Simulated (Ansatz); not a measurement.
AgBr

```
Ag Br
1.0
     0.00000    2.88605    2.88605
     2.88605    0.00000    2.88605
     2.88605    2.88605    0.00000
Ag Br
1 1
Direct
  0.50000 0.50000 0.50000
  0.00000 0.00000 0.00000
```

Atom numbers follow the list: Ag1, Br2.

The cell is COD entry 9011682, as deposited and not checked against the literature; nothing was relaxed.

Methods: DFT, PBE, all-electron LAPW, scalar-relativistic (Ansatz 0.2.0); DFT, PBE, PAW with Ansatz's default frozen-core files, scalar-relativistic (Ansatz 0.2.0).

For LAPW: a Γ-centred 7×7×7 k mesh, Fermi–Dirac smearing of 0.02 eV, basis error target 0.5 meV/atom, no spin polarisation. PAW takes a cutoff of 420 eV at this cell. The Ansatz runs share mesh, smearing and spin set-up. Values come from LAPW unless marked.

```json
{
 "Pressure at this cell": "1.52 GPa",
 "Band gap": "0.68 eV, indirect from L (0.5, 0.5, 0.5) to Γ",
 "Smallest direct gap on the path": "2.55 eV",
 "Löwdin charges (with 0.08 e of the cell spilling out of the atomic basis, so their sizes and signs hang on that basis)": "Ag1 0.52, Br2 -0.44 e",
 "Bader charges (from the PAW run)": "Ag1 +0.47, Br2 -0.47 e",
 "Volume per atom": "24.04 Å³"
}
```
